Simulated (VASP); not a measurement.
VASP inputs for GaP (CsCl)

INCAR

```
EDIFF = 1E-7
SIGMA = 0.02
ISIF = 2
NBANDS = 16
IBRION = -1
NSW = 0
LWAVE = .FALSE.
PREC = Accurate
NELM = 120
LREAL = .FALSE.
LCHARG = .FALSE.
LASPH = .TRUE.
ENCUT = 520
GGA = PS
ISMEAR = -1
```

KPOINTS

```
KPOINTS created by Atomic Simulation Environment
0
Gamma
8 8 8
0 0 0
```

KPOINTS_OPT

```
special points
6
Reciprocal
0.0000000000 0.0000000000 0.0000000000 1
0.0000000000 0.5000000000 0.0000000000 1
0.5000000000 0.5000000000 0.0000000000 1
0.5000000000 0.5000000000 0.5000000000 1
0.0000000000 0.1250000000 -0.5000000000 1
0.5000000000 0.5000000000 0.4000000000 1
```

POSCAR

```
Ga P
 1.0000000000000000
     3.1864348745051778    0.0000000000000000    0.0000000000000000
    -0.0000000000000000    3.1864348745051778    0.0000000000000000
     0.0000000000000000    0.0000000000000000    3.1864348745051778
 Ga  P
   1   1
Cartesian
  0.0000000000000000  0.0000000000000000  0.0000000000000000
  1.5932174372525889  1.5932174372525889  1.5932174372525889
```

VASP ran with the recommended PBE PAW datasets (18 valence electrons in the cell).

Problem. Predict the results.

Solution. gap between bands v and c -3.86 eV (bands overlap: a metal); least direct gap 0.00 eV; pressure -2.2 GPa.

Band v is the last that the valence electrons fill when counted band by band, and c is the next. Levels in eV from the top of v:

```json
{"point": "Γ", "v−1": "-2.17", "v": "-2.17", "c": "-2.17", "c+1": "2.96"}
{"point": "X", "v−1": "-0.11", "v": "-0.11", "c": "2.19", "c+1": "2.67"}
{"point": "M", "v−1": "-7.14", "v": "-6.19", "c": "0.77", "c+1": "6.33"}
{"point": "R", "v−1": "-4.28", "v": "-4.28", "c": "-2.86", "c+1": "-2.23"}
```
